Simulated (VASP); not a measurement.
Input of a VASP 6.6.1 run:

INCAR

```
SYSTEM = SnS
PREC     = Accurate       ! precision mode
ENCUT    = 600            ! plane-wave cutoff, eV
EDIFF    = 1E-7           ! SCF threshold, eV
ISMEAR   = 0              ! smearing method
SIGMA    = 0.03           ! smearing width, eV
LREAL    = .False.        ! projectors in reciprocal space
LASPH    = .True.         ! aspherical terms in the spheres
NELM     = 80             ! most SCF steps
ALGO     = Normal         ! electronic algorithm
ISIF     = 3              ! what is computed and relaxed
LWAVE    = .False.        ! write WAVECAR
LCHARG   = .False.        ! write CHGCAR
GGA      = PE             ! functional
IBRION   = 2              ! ionic algorithm
NSW      = 90             ! ionic steps
EDIFFG   = -0.005         ! ionic threshold
KPAR     = 2
```

File KPOINTS:

```
Automatic mesh
0
Gamma
  4 8 6
  0 0 0
```

POSCAR

```
SnS                                     
1.0
   11.4557441109      0.0000000000      0.0000000000
    0.0000000000      4.0278206516     -0.0000000000
    0.0000000000     -0.0000000000      4.4364942177
  Sn              S             
     4     4
Direct
     0.1221075868783485    0.2500000000000000    0.1236094723650714
     0.3778924131216515    0.7500000000000000    0.6236094723650714
     0.6221075868783487    0.2500000000000000    0.3763905276349286
     0.8778924131216513    0.7500000000000000    0.8763905276349286
     0.8500307810754565    0.2500000000000000    0.4808075089096152
     0.6499692189245435    0.7500000000000000    0.9808075089096152
     0.3500307810754565    0.2500000000000000    0.0191924910903848
     0.1499692189245434    0.7500000000000000    0.5191924910903848
```

Potentials or basis: VASP PAW PBE potentials, release 64 (Sn_d, S).

Command:

```bash
$ cat potpaw_PBE.64/Sn_d/POTCAR potpaw_PBE.64/S/POTCAR > POTCAR
$ mpirun -np 2 vasp_std > vasp.out
```

**Question.** Predict the relaxed cell.

**Answer.** a = 11.443 Å, b = 4.020 Å, c = 4.454 Å, α = 90.00°, β = 90.00°, γ = 90.00°.

**Question.** Estimate the relaxed volume.

**Answer.** 25.62 Å³/atom.

**Question.** Predict the band gap on the k mesh.

**Answer.** 1.04 eV, indirect (least direct gap 1.33 eV).

**Question.** Predict the space group after relaxing (to 0.05 Å).

**Answer.** Pnma (No. 62).

Forces in eV/Å, atoms in the order of the input:
```
Sn   0.000  0.000  0.001
Sn   0.000  0.000  0.001
Sn   0.000  0.000 -0.001
Sn   0.000  0.000 -0.001
S    0.003  0.000  0.001
S   -0.003  0.000  0.001
S    0.003  0.000 -0.001
S   -0.003  0.000 -0.001
```

Caveat: spin-orbit coupling is left out, which moves the levels of the heavy elements. A k mesh can miss the band edges.
